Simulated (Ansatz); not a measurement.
**Which way does BaO + MgS ⇌ BaS + MgO run?**

Plane-wave DFT in Ansatz with scalar-relativistic PAW potentials, cutoff 420 eV, Γ-centred meshes chosen by cell and gap, Gaussian smearing with energies taken to zero width. Every cell was relaxed (cell and atoms) in a run of its own, within the symmetry of its start. Functional: PBEsol.

Total energies hold large constants for each element; a whole number of eV per atom of each element is taken off below, which cancels in a balanced reaction.

| compound | lowest structure computed | structures tried | V (Å³/atom) | gap on mesh (eV) | E (eV per formula unit, common shift removed) |
| --- | --- | --- | --- | --- | --- |
| BaO | Fm-3m | 2 | 20.69 | 1.84 | -5.0888 |
| MgS | Fm-3m | 4 | 17.39 | 2.73 | -2.9177 |
| BaS | Fm-3m | 3 | 31.73 | 2.04 | -3.7981 |
| MgO | Fm-3m | 4 | 9.35 | 4.62 | -5.8714 |

Work out the reaction energy at 0 K.

ΔE = E(BaS) + E(MgO) − E(BaO) − E(MgS) = -1.663 eV, or -160 kJ per mole of reaction (-416 meV/atom). The right side is lower: Ba takes S and Mg takes O. Pauling's electronegativities (Ba 0.89, Mg 1.31; O 3.44, S 2.58) would pair Ba with O, the most ionic bond; the result goes the other way, so matching of sizes, lattice energies or covalent bonding outweigh it. The smaller cation ends with the smaller anion, the pairing that gives the greater sum of ionic lattice energies, which go as 1/(r₊ + r₋). All four are computed as solids; where they are solids at ordinary conditions entropy changes little. A lower structure that wasn't tried would shift the value, and mixed crystals may lie lower than either side.

Spin-orbit coupling is left out, which matters for the bands of heavy elements.